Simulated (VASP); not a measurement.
Set up this calculation in VASP 6.6.1, as the native input.

```
Task                   : relaxation of shape and atoms at fixed volume
Functional             : LDA
Potentials or basis    : VASP PAW LDA potentials, release 64 (Si, O)
Cutoff                 : 600 eV
k mesh                 : 8 × 8 × 10
Occupations            : gaussian, width 0.03 eV
Spin                   : no spin polarisation
Further INCAR settings : ALGO = Normal; EDIFF = 1e-07; IBRION = 2; EDIFFG = -0.01; NSW = 40; ISIF = 4
```

The structure of SiO2 (Stishovite) lies in POSCAR:

```
SiO2                                    
1.0
    4.1818832804     -0.0000000000      0.0000000000
    0.0000000000      4.1818832804      0.0000000000
    0.0000000000      0.0000000000      2.6836241213
  Si              O             
     2     4
Direct
     0.0000000000000000    0.0000000000000000    0.0000000000000000
     0.5000000000000000    0.5000000000000000    0.5000000000000000
     0.3053962239363520    0.3053962239363520    0.0000000000000000
     0.1946037760636481    0.8053962239363520    0.5000000000000000
     0.6946037760636480    0.6946037760636480    0.0000000000000000
     0.8053962239363520    0.1946037760636481    0.5000000000000000
```

The cell isn't the ideal one: a relaxed cell with its volume scaled by 1.02.

One way to write it, as run:

INCAR

```
SYSTEM = SiO2
PREC = Accurate
ENCUT = 600
EDIFF = 1E-7
ISMEAR = 0
SIGMA = 0.03
LREAL = .False.
LASPH = .True.
NELM = 80
ALGO = Normal
ISIF = 4
LWAVE = .False.
LCHARG = .False.
IBRION = 2
NSW = 40
EDIFFG = -0.01
KPAR = 2
```

KPOINTS

```
Automatic mesh
0
Gamma
  8 8 10
  0 0 0
```

Potentials or basis: VASP PAW LDA potentials, release 64 (Si, O).

Run with:

```console
$ cat potpaw_LDA.64/Si/POTCAR potpaw_LDA.64/O/POTCAR > POTCAR
$ mpirun -np 2 vasp_std > vasp.out
```

Results of the run:

* Energy gained by relaxing: 0.3 meV/atom
* Ionic steps: 4
* Pressure after relaxing: -5.8 GPa
* Largest force after relaxing: 0.005 eV/Å
* Band gap on the k mesh: 5.47 eV, direct

Run time: 50 s on 2 MPI ranks on Intel(R) Xeon(R) 6975P-C (Granite Rapids) (shared host), peak memory 0.19 GiB a rank.
